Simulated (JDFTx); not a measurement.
# PbSe (Clausthalite) (Fm-3m) in JDFTx: notebook

Runs on PbSe (Clausthalite). Level: r2SCAN. Tasks: equation of state.

Program: JDFTx 1.7.0 (patched build). These are calculated values, not measurements. Logs are shortened: lines on timing, memory, paths and dates and some standing lists are left out, and cuts for length are marked. The log counts tension as positive stress, the text compression.

## 1. The crystal as given

It takes space group Fm-3m (No. 225, cubic). The conventional cell has a = 6.121 Å, b = 6.121 Å, c = 6.121 Å, α = 90.00°, β = 90.00°, γ = 90.00°. Around Pb (site symmetry m-3m) lie 6 Se at 3.06 Å. Around Se (site symmetry m-3m) lie 6 Pb at 3.06 Å.

## 2. Equation of state, r2SCAN, 26.95 Å³/atom (volume scaled by 0.94)

The input, PbSe.in:

```
lattice \
    0.0000000000     2.9981702236     2.9981702236 \
    2.9981702236     0.0000000000     2.9981702236 \
    2.9981702236     2.9981702236     0.0000000000
latt-scale 1.889726124626 1.889726124626 1.889726124626
coords-type Lattice
ion Pb     0.0000000000     0.0000000000     0.0000000000 1
ion Se     0.5000000000     0.5000000000     0.5000000000 1

ion-species pseudo/Pb.upf
ion-species pseudo/Se.upf
elec-cutoff 40 320
elec-ex-corr mgga-x-r2scan mgga-c-r2scan
kpoint-folding 6 6 6
elec-smearing Fermi 0.0018374661
elec-n-bands 16
electronic-SCF nIterations 100 energyDiffThreshold 1e-09
electronic-minimize nIterations 30 energyDiffThreshold 1e-7
forces-output-coords Cartesian

dump-name run.$VAR
dump End Ecomponents EigStats BandEigs Kpoints Forces Stress
```

Potentials or basis: SG15-PBE-1.2 with smoothed tails.

The run is started by

```
> jdftx -c 1 -i PbSe.in -o PbSe.out
```

Output:

```text
*************** JDFTx 1.7.0 (patched build) ***************

Input parsed successfully to the following command list (including defaults):
[... the input with its defaults ...]

---------- Setting up symmetries ----------

Found 48 point-group symmetries of the bravais lattice
Found 48 space-group symmetries with basis
Applied RMS atom displacement 0 bohrs to make symmetries exact.

---------- Initializing the Grid ----------
R =
[            0      5.66572      5.66572  ]
[      5.66572            0      5.66572  ]
[      5.66572      5.66572            0  ]
unit cell volume = 363.744
G =
[  -0.554491   0.554491   0.554491  ]
[   0.554491  -0.554491   0.554491  ]
[   0.554491   0.554491  -0.554491  ]
Minimum fftbox size, Smin = [  68  68  68  ]
Chosen fftbox size, S = [  70  70  70  ]

---------- Initializing tighter grid for wavefunction operations ----------
R =
[            0      5.66572      5.66572  ]
[      5.66572            0      5.66572  ]
[      5.66572      5.66572            0  ]
unit cell volume = 363.744
G =
[  -0.554491   0.554491   0.554491  ]
[   0.554491  -0.554491   0.554491  ]
[   0.554491   0.554491  -0.554491  ]
Minimum fftbox size, Smin = [  48  48  48  ]
Chosen fftbox size, S = [  48  48  48  ]

---------- Exchange Correlation functional ----------
Initialized LibXC exchange functional 'Re-regularized SCAN exchange by Furness et al'
Initialized LibXC correlation functional 'Re-regularized SCAN correlation by Furness et al'

---------- Setting up pseudopotentials ----------
Width of ionic core gaussian charges (only for fluid interactions / plotting) set to 0

Reading pseudopotential file 'pseudo/Pb.upf':
  'Pb' pseudopotential, 'PBE' functional
  Generated using ONCVPSP code by D. R. Hamann
  14 valence electrons, 0 orbitals, 8 projectors, 602 radial grid points, with lMax = 3
  Core radius for overlap checks: 3.09 bohrs.

Reading pseudopotential file 'pseudo/Se.upf':
  'Se' pseudopotential, 'PBE' functional
  Generated using ONCVPSP code by D. R. Hamann
  6 valence electrons, 0 orbitals, 6 projectors, 602 radial grid points, with lMax = 2
  Core radius for overlap checks: 2.56 bohrs.

Initialized 2 species with 2 total atoms.

Folded 1 k-points by 6x6x6 to 216 k-points.

---------- Setting up k-points, bands, fillings ----------
Reduced to 16 k-points under symmetry.
Computing the number of bands and number of electrons
Calculating initial fillings.
nElectrons:  20.000000   nBands: 16   nStates: 16

----- Setting up reduced wavefunction bases (one per k-point) -----
average nbasis = 4393.819 , ideal nbasis = 4395.208

---------- Setting up ewald sum ----------
Optimum gaussian width for ewald sums = 2.573272 bohr.
Real space sum over 1331 unit cells with max indices [  5  5  5  ]
Reciprocal space sum over 2197 terms with max indices [  6  6  6  ]

---------- Allocating electronic variables ----------
Initializing wave functions:  (No orbitals for LCAO)  bandwidth-limited random numbers

Setting the auxilliary hamiltonian equal to the subspace hamiltonian.

-------- Electronic minimization -----------
Will mix electronic and kinetic density at each iteration.
	FillingsUpdate:  mu: +0.765487104  nElectrons: 20.000000
	FillingsUpdate:  mu: +0.100000000  nElectrons: 20.000000
SCF: Cycle:  0   F: -56.443170220024385   dF: -1.218e+01   |Residual|: 4.007e+00   |deigs|: 1.116e+00
	FillingsUpdate:  mu: +0.100000000  nElectrons: 20.000000
SCF: Cycle:  1   F: -60.058965413350585   dF: -3.616e+00   |Residual|: 4.983e+00   |deigs|: 2.826e-01
	FillingsUpdate:  mu: -0.000000000  nElectrons: 20.000000
SCF: Cycle:  2   F: -56.423169247719272   dF: +3.636e+00   |Residual|: 7.578e+00   |deigs|: 3.063e-01
	FillingsUpdate:  mu: +0.421076678  nElectrons: 20.000000
SCF: Cycle:  3   F: -62.282680297214903   dF: -5.860e+00   |Residual|: 1.852e+00   |deigs|: 1.144e+00
	FillingsUpdate:  mu: +0.326799956  nElectrons: 20.000000
SCF: Cycle:  4   F: -65.095993471224531   dF: -2.813e+00   |Residual|: 1.149e+00   |deigs|: 2.183e-01
	FillingsUpdate:  mu: +0.337075544  nElectrons: 20.000000
SCF: Cycle:  5   F: -65.324288569085198   dF: -2.283e-01   |Residual|: 1.019e+00   |deigs|: 2.659e-02
	FillingsUpdate:  mu: +0.351224688  nElectrons: 20.000000
SCF: Cycle:  6   F: -65.604785626177176   dF: -2.805e-01   |Residual|: 7.196e-01   |deigs|: 5.942e-02
	FillingsUpdate:  mu: +0.355067384  nElectrons: 20.000000
SCF: Cycle:  7   F: -65.585328363091804   dF: +1.946e-02   |Residual|: 3.906e-01   |deigs|: 5.461e-02
	FillingsUpdate:  mu: +0.355644846  nElectrons: 20.000000
SCF: Cycle:  8   F: -65.625303054202490   dF: -3.997e-02   |Residual|: 4.090e-02   |deigs|: 5.339e-02
	FillingsUpdate:  mu: +0.354520999  nElectrons: 20.000000
SCF: Cycle:  9   F: -65.622787411987034   dF: +2.516e-03   |Residual|: 7.084e-02   |deigs|: 3.584e-03
	FillingsUpdate:  mu: +0.355759378  nElectrons: 20.000000
SCF: Cycle: 10   F: -65.627065249418663   dF: -4.278e-03   |Residual|: 1.322e-02   |deigs|: 1.465e-02
	FillingsUpdate:  mu: +0.355715139  nElectrons: 20.000000
SCF: Cycle: 11   F: -65.627144726612983   dF: -7.948e-05   |Residual|: 1.081e-02   |deigs|: 1.440e-03
	FillingsUpdate:  mu: +0.355036101  nElectrons: 20.000000
SCF: Cycle: 12   F: -65.627160293794091   dF: -1.557e-05   |Residual|: 3.684e-03   |deigs|: 7.660e-04
	FillingsUpdate:  mu: +0.355125960  nElectrons: 20.000000
SCF: Cycle: 13   F: -65.627164601140649   dF: -4.307e-06   |Residual|: 2.674e-03   |deigs|: 1.400e-04
	FillingsUpdate:  mu: +0.355304932  nElectrons: 20.000000
SCF: Cycle: 14   F: -65.627165994273966   dF: -1.393e-06   |Residual|: 3.470e-04   |deigs|: 1.941e-04
	FillingsUpdate:  mu: +0.355290230  nElectrons: 20.000000
SCF: Cycle: 15   F: -65.627166215844341   dF: -2.216e-07   |Residual|: 7.207e-05   |deigs|: 7.450e-05
	FillingsUpdate:  mu: +0.355292640  nElectrons: 20.000000
SCF: Cycle: 16   F: -65.627166217514571   dF: -1.670e-09   |Residual|: 4.913e-05   |deigs|: 9.181e-06
	FillingsUpdate:  mu: +0.355292657  nElectrons: 20.000000
SCF: Cycle: 17   F: -65.627166218453382   dF: -9.388e-10   |Residual|: 2.535e-05   |deigs|: 1.250e-05
	FillingsUpdate:  mu: +0.355293685  nElectrons: 20.000000
SCF: Cycle: 18   F: -65.627166219350443   dF: -8.971e-10   |Residual|: 9.926e-06   |deigs|: 6.915e-06
SCF: Converged (|Delta E|<1.000000e-09 for 2 iters).

Setting wave functions to eigenvectors of Hamiltonian

# Stress tensor in Cartesian coordinates [Eh/a0^3]:
[ -0.000152591            0            0  ]
[            0 -0.000152591            0  ]
[            0            0 -0.000152591  ]

# Ionic positions in lattice coordinates:
ion Pb   0.000000000000000   0.000000000000000   0.000000000000000 1
ion Se   0.500000000000000   0.500000000000000   0.500000000000000 1

# Forces in Cartesian coordinates:
force Pb  -0.000000000000000   0.000000000000000  -0.000000000000000 1
force Se   0.000000000000000  -0.000000000000000   0.000000000000000 1

# Energy components:
   Eewald =      -55.0134402309790573
       EH =       12.4554611168258198
     Eloc =      -26.6322689853345089
      Enl =      -18.2604649210022210
      Exc =       -8.8104560682656139
       KE =       30.6340108537211151
-------------------------------------
     Etot =      -65.6271582350344715
       TS =        0.0000079843159768
-------------------------------------
        F =      -65.6271662193504426

IonicMinimize: Iter:   0  F: -65.627166219350443  |grad|_K:  6.208e-41
IonicMinimize: Converged (|grad|_K<1.000000e-04).

Dumping 'run.eigStats' ...
	eMin: -0.277208 at state 12 ( [ +0.000000 +0.500000 +0.500000 ] spin 0 )
	HOMO: +0.346955 at state 3 ( [ +0.000000 +0.000000 +0.500000 ] spin 0 )
	mu  : +0.355294
	LUMO: +0.363632 at state 3 ( [ +0.000000 +0.000000 +0.500000 ] spin 0 )
	eMax: +0.824733 at state 12 ( [ +0.000000 +0.500000 +0.500000 ] spin 0 )
	HOMO-LUMO gap: +0.016677
	Optical gap  : +0.016677 at state 3 ( [ +0.000000 +0.000000 +0.500000 ] spin 0 )
Done!
```

Run time: 1.8 min. Hardware: 1 thread of AMD EPYC 9R45 (Zen 5), shared host; peak memory 0.25 GiB.

Results:

```yaml
Free_energy: -1785.8062 eV
Pressure: 4.5 GPa
Band_gap_on_the_k_mesh: 0.45 eV, direct
```

Caveat: the potentials were made for another functional, which shifts forces and pressure; spin-orbit coupling is left out, which as a rule narrows the gap of such compounds by several tenths of an eV.

## 3. Equation of state, r2SCAN, 27.52 Å³/atom (volume scaled by 0.96)

PbSe.in, as its differences from that of step 2:

```diff
@@ -1,5 +1,5 @@
 lattice \
-    0.0000000000     2.9981702236     2.9981702236 \
-    2.9981702236     0.0000000000     2.9981702236 \
-    2.9981702236     2.9981702236     0.0000000000
+    0.0000000000     3.0192847941     3.0192847941 \
+    3.0192847941     0.0000000000     3.0192847941 \
+    3.0192847941     3.0192847941     0.0000000000
 latt-scale 1.889726124626 1.889726124626 1.889726124626
@@ -21,2 +21,2 @@
 dump-name run.$VAR
-dump End Ecomponents EigStats BandEigs Kpoints Forces Stress
+dump End Ecomponents EigStats BandEigs Kpoints Forces Stress ElecDensity KEdensity
```

Potentials or basis: SG15-PBE-1.2 with smoothed tails.

The run is started by

```
> jdftx -c 1 -i PbSe.in -o PbSe.out
```

Wall time 2.1 min (1 thread of AMD EPYC 9R45 (Zen 5), shared host); peak memory 0.25 GiB.

Results (log left out):

* Free energy: -1785.8331 eV
* Pressure: 3.0 GPa
* Band gap on the k mesh: 0.53 eV, direct

Caveat: the potentials were made for another functional, which shifts forces and pressure; spin-orbit coupling is left out, which as a rule narrows the gap of such compounds by several tenths of an eV.

## 4. Equation of state, r2SCAN, 28.10 Å³/atom (volume scaled by 0.98)

PbSe.in, as its differences from that of step 3:

```diff
@@ -1,5 +1,5 @@
 lattice \
-    0.0000000000     3.0192847941     3.0192847941 \
-    3.0192847941     0.0000000000     3.0192847941 \
-    3.0192847941     3.0192847941     0.0000000000
+    0.0000000000     3.0401081059     3.0401081059 \
+    3.0401081059     0.0000000000     3.0401081059 \
+    3.0401081059     3.0401081059     0.0000000000
 latt-scale 1.889726124626 1.889726124626 1.889726124626
```

The run is started by

```
> jdftx -c 1 -i PbSe.in -o PbSe.out
```

Wall time 1.9 min (1 thread of AMD EPYC 9R45 (Zen 5), shared host); peak memory 0.26 GiB.

Results (log left out):

```
Free energy            : -1785.8502 eV
Pressure               : 1.7 GPa
Band gap on the k mesh : 0.60 eV, direct
```

Caveat: the potentials were made for another functional, which shifts forces and pressure; spin-orbit coupling is left out, which as a rule narrows the gap of such compounds by several tenths of an eV.

## 5. Equation of state, r2SCAN, 28.67 Å³/atom

PbSe.in, as its differences from that of step 4:

```diff
@@ -1,5 +1,5 @@
 lattice \
-    0.0000000000     3.0401081059     3.0401081059 \
-    3.0401081059     0.0000000000     3.0401081059 \
-    3.0401081059     3.0401081059     0.0000000000
+    0.0000000000     3.0606500000     3.0606500000 \
+    3.0606500000     0.0000000000     3.0606500000 \
+    3.0606500000     3.0606500000     0.0000000000
 latt-scale 1.889726124626 1.889726124626 1.889726124626
```

The run is started by

```
> jdftx -c 1 -i PbSe.in -o PbSe.out
```

Run time: 93 s. Hardware: 1 thread of AMD EPYC 9R45 (Zen 5), shared host; peak memory 0.25 GiB.

The run converged. Its results:

```yaml
Free_energy: -1785.8584 eV
Pressure: 0.6 GPa
Band_gap_on_the_k_mesh: 0.67 eV, direct
```

Caveat: the potentials were made for another functional, which shifts forces and pressure; spin-orbit coupling is left out, which as a rule narrows the gap of such compounds by several tenths of an eV.

## 6. Equation of state, r2SCAN, 29.24 Å³/atom (volume scaled by 1.02)

PbSe.in, as its differences from that of step 5:

```diff
@@ -1,5 +1,5 @@
 lattice \
-    0.0000000000     3.0606500000     3.0606500000 \
-    3.0606500000     0.0000000000     3.0606500000 \
-    3.0606500000     3.0606500000     0.0000000000
+    0.0000000000     3.0809197960     3.0809197960 \
+    3.0809197960     0.0000000000     3.0809197960 \
+    3.0809197960     3.0809197960     0.0000000000
 latt-scale 1.889726124626 1.889726124626 1.889726124626
```

Potentials or basis: SG15-PBE-1.2 with smoothed tails.

The run is started by

```
> jdftx -c 1 -i PbSe.in -o PbSe.out
```

It took 99 s on 1 thread of AMD EPYC 9R45 (Zen 5), shared host; peak memory 0.26 GiB.

The run converged. Its results:

- Free energy: -1785.8587 eV
- Pressure: -0.5 GPa
- Band gap on the k mesh: 0.73 eV, direct

Caveat: the potentials were made for another functional, which shifts forces and pressure; spin-orbit coupling is left out, which as a rule narrows the gap of such compounds by several tenths of an eV.

## 7. Equation of state, r2SCAN, 29.82 Å³/atom (volume scaled by 1.04)

PbSe.in, as its differences from that of step 6:

```diff
@@ -1,5 +1,5 @@
 lattice \
-    0.0000000000     3.0809197960     3.0809197960 \
-    3.0809197960     0.0000000000     3.0809197960 \
-    3.0809197960     3.0809197960     0.0000000000
+    0.0000000000     3.1009263293     3.1009263293 \
+    3.1009263293     0.0000000000     3.1009263293 \
+    3.1009263293     3.1009263293     0.0000000000
 latt-scale 1.889726124626 1.889726124626 1.889726124626
```

The run is started by

```
> jdftx -c 1 -i PbSe.in -o PbSe.out
```

It took 97 s on 1 thread of AMD EPYC 9R45 (Zen 5), shared host; peak memory 0.26 GiB.

The run converged. Its results:

| Property | Result |
| --- | --- |
| Free energy | -1785.8518 eV |
| Pressure | -1.4 GPa |
| Band gap on the k mesh | 0.78 eV, direct |

Caveat: the potentials were made for another functional, which shifts forces and pressure; spin-orbit coupling is left out, which as a rule narrows the gap of such compounds by several tenths of an eV.

## 8. Equation of state, r2SCAN, 30.39 Å³/atom (volume scaled by 1.06)

PbSe.in, as its differences from that of step 7:

```diff
@@ -1,5 +1,5 @@
 lattice \
-    0.0000000000     3.1009263293     3.1009263293 \
-    3.1009263293     0.0000000000     3.1009263293 \
-    3.1009263293     3.1009263293     0.0000000000
+    0.0000000000     3.1206779849     3.1206779849 \
+    3.1206779849     0.0000000000     3.1206779849 \
+    3.1206779849     3.1206779849     0.0000000000
 latt-scale 1.889726124626 1.889726124626 1.889726124626
```

The run is started by

```
> jdftx -c 1 -i PbSe.in -o PbSe.out
```

Run time: 100 s. Hardware: 1 thread of AMD EPYC 9R45 (Zen 5), shared host; peak memory 0.25 GiB.

Results (log left out):

- Free energy: -1785.8386 eV
- Pressure: -2.3 GPa
- Band gap on the k mesh: 0.83 eV, direct

Caveat: the potentials were made for another functional, which shifts forces and pressure; spin-orbit coupling is left out, which as a rule narrows the gap of such compounds by several tenths of an eV.

## 9. Equation of state, r2SCAN

Potentials or basis: SG15-PBE-1.2 with smoothed tails.

No new run: the results of the series are fitted here.

Results:

| Quantity | Value |
| --- | --- |
| Equilibrium volume | 28.98 Å³/atom |
| Bulk modulus | 53 GPa |
| Pressure derivative of the bulk modulus | 4.4 |

Energy against volume, from the lowest point:
```tsv
volume (Å³/atom)	energy (meV/atom)
26.951	26.25
27.524	12.78
28.097	4.25
28.671	0.14
29.244	0.00
29.818	3.43
30.391	10.06
```

Caveat: the potentials were made for another functional, which shifts forces and pressure.
